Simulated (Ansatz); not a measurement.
**AlSb in the zinc blende structure (space group F-43m, No. 216)**

```
AlSb
1.0
    0.00000     3.07861     3.07861
    3.07861     0.00000     3.07861
    3.07861     3.07861     0.00000
Sb Al
1 1
Direct
  0.75000   0.75000   0.75000
  0.00000   0.00000   0.00000
```

Computed with PBEsol/PAW in Ansatz (an electronic-structure program), no spin-orbit coupling, earlier PAW set. Settings: 13×13×13 k-points, 0.05 eV Fermi–Dirac smearing.

```json
{
  "volume_per_atom": "29.18 Å³",
  "density": "4.23 g/cm³",
  "band_gap": "1.14 eV, indirect, Γ → Γ–X (92 % along)",
  "electron_mass": "2.8 mₑ along k, 0.22 mₑ across",
  "Hole mass (degenerate bands, along [100])": "0.086, 0.35, 0.35 mₑ",
  "Lowest conduction-band minima above the VBM": "a point along ⟨100⟩, about 0.9 Å⁻¹ from Γ 1.14 eV; L along ⟨111⟩ 1.28 eV; Γ 1.48 eV",
  "total_energy": "-3466.476 eV/atom (σ→0; compares only within this code and set-up)"
}
```

Spin-orbit coupling, missing from the scalar runs, can matter with Sb. Effective masses come from finite differences of ±0.01 Å⁻¹. Along k means along the line from Γ to the band edge. Whether these cells are dynamically stable was not tested.
